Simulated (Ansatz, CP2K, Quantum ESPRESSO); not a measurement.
**One calculation of FePt, 4 ways**

```
Pt Fe
1.0
     2.72350    0.00000    0.00000
     0.00000    2.72350    0.00000
     0.00000    0.00000    3.72000
Pt Fe
1 1
Cartesian
  1.3618 1.3618 1.8600
  0.0000 0.0000 0.0000
```

Alike in all runs: task band structure; functional PBEsol; k mesh 10 × 10 × 7; occupations fermi-dirac, width 0.05 eV; collinear spin, ferromagnetic start; no spin-orbit coupling. Pressure is positive in compression and, in plane waves, holds the error of the finite cutoff.

```tsv
program and potentials	plane-wave cutoff (eV)	notes	pressure (GPa)	net moment per atom (μB)
Quantum ESPRESSO, GBRV 1.5 PBEsol	762	16 valence electrons an atom on average	-5.87	1.66
Ansatz, all-electron LAPW, scalar-relativistic	-	-	-6.00	1.64
Quantum ESPRESSO, PseudoDojo 0.4.1 SR PBEsol standard	1225	17 valence electrons an atom on average	-5.52	1.67
CP2K, GTH_POTENTIALS Pt GTH-PBE-q18; POTENTIAL_UZH Fe GTH-PBE-q16; TZVP-MOLOPT-SR-GTH, TZVP-MOLOPT-PBE-GTH basis	-	atomic basis; potentials made for PBE; 17 valence electrons an atom on average	-4.27	1.69
```

The pressure spans -6.00 (Ansatz, all-electron LAPW, scalar-relativistic) to -4.27 GPa (CP2K, GTH_POTENTIALS Pt GTH-PBE-q18; POTENTIAL_UZH Fe GTH-PBE-q16; TZVP-MOLOPT-SR-GTH, TZVP-MOLOPT-PBE-GTH basis), with all-electron results at -6.00. The net moment per atom spans 1.64 (Ansatz, all-electron LAPW, scalar-relativistic) to 1.69 μB (CP2K, GTH_POTENTIALS Pt GTH-PBE-q18; POTENTIAL_UZH Fe GTH-PBE-q16; TZVP-MOLOPT-SR-GTH, TZVP-MOLOPT-PBE-GTH basis), with all-electron results at 1.64. The state is the one that the start led to, which needn't be the lowest. Rows in atomic bases carry the error of their basis and grid, which can be large.

The functional is the same throughout but for its coding, so the spread measures potentials, basis and numerics; runs on potential files found faulty are left out.
